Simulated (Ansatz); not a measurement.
Convergence of Sn with the smearing width on a coarse mesh

All numbers below come from Ansatz, DFT PBEsol, scalar-relativistic, plane waves, PAW.

```
Sn
1.0
    -1.59075    1.59075    2.91565
     1.59075   -1.59075    2.91565
     1.59075    1.59075   -2.91565
Sn
1
Direct
  0.00000 0.00000 0.00000
```

```json
{"plane-wave cutoff": "420 eV", "Γ-centred k-mesh": "9×9×9", "spin treatment": "unpolarised"}
```

The atoms are held and the smearing width on a coarse mesh is swept. Energies are extrapolated to zero smearing and count from the reference run, 18×18×18 Γ-centred mesh, Gaussian smearing 0.1 eV. The cell isn't necessarily relaxed at this level. Pressure is positive in compression.

| rule, width (eV) | ΔE (meV/atom) | ΔF, free energy (meV/atom) | P (GPa) |
| --- | --- | --- | --- |
| Gaussian 0.01 | 8.45 | 9.84 | -4.01 |
| Gaussian 0.05 | 8.15 | 9.20 | -4.00 |
| Gaussian 0.1 | 8.08 | 8.06 | -3.98 |
| Gaussian 0.2 | 8.18 | 3.49 | -3.98 |
| Gaussian 0.4 | 8.82 | -15.7 | -3.95 |

This form isn't the element's structure at ambient conditions.

Cost: 5 runs of about 0.14 core-minutes in all, on Intel Xeon Platinum 8259CL (Skylake/Cascade Lake) (shared hosts).